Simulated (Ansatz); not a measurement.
GaSb: equation of state with PBE

Crystal: GaSb.

```
CELL_PARAMETERS angstrom
0.00000 3.05900 3.05900
3.05900 0.00000 3.05900
3.05900 3.05900 0.00000
ATOMIC_POSITIONS crystal
Sb 0.75000 0.75000 0.75000
Ga 0.00000 0.00000 0.00000
```

```yaml
Program: Ansatz 0.2.0
Task: equation of state
Functional: PBE
Potentials_or_basis: JTH PAW
Cutoff: 3600 eV
Density_cutoff: 14400 eV
k_mesh: 8 × 8 × 8
Occupations: fermi-dirac, width 0.05 eV
Spin: no spin polarisation
```

The equilibrium volume is 30.01 Å³/atom. The bulk modulus is 44 GPa and the pressure derivative of the bulk modulus is 4.7 (rough: it moves with the points fitted).

Energy against volume, from the lowest point:
| volume (Å³/atom) | energy (meV/atom) |
| --- | --- |
| 26.907 | 54.45 |
| 27.480 | 34.71 |
| 28.052 | 19.91 |
| 28.625 | 9.50 |
| 29.197 | 2.98 |
| 29.770 | 0.00 |
| 30.342 | 0.23 |

All runs of the series together: 2.9 min on 2 threads of Intel(R) Xeon(R) Platinum 8488C (Sapphire Rapids), on a shared host.

Spin-orbit coupling is left out, which matters for the levels of Sb. PBE usually gives volumes a little too large and moduli too small.
